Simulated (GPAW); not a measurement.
The system is Zr.

```
Zr
1.0
     3.23200    0.00000    0.00000
    -1.61600    2.79899    0.00000
     0.00000    0.00000    5.14700
Zr
2
Direct
  0.66667 0.33333 0.75000
  0.33333 0.66667 0.25000
```

Base run:

* Program: GPAW 26.7.0
* Functional: PBE
* Potentials or basis: GPAW PAW data sets (gpaw-data 1.2.1)
* Cutoff: 600 eV
* Basis: pw
* k mesh: 9 × 9 × 5
* Occupations: fermi-dirac, width 0.05 eV
* Spin: no spin polarisation

Its results: pressure 0.1 GPa.

The run is repeated on the same cell with these changes: functional from PBE to r2SCAN. What comes out?

Pressure 0.7 GPa.

Caveats: the PAW data sets were made with another functional, which shifts forces and pressure a little (some runs).

Not every run made on this cell is shown here.
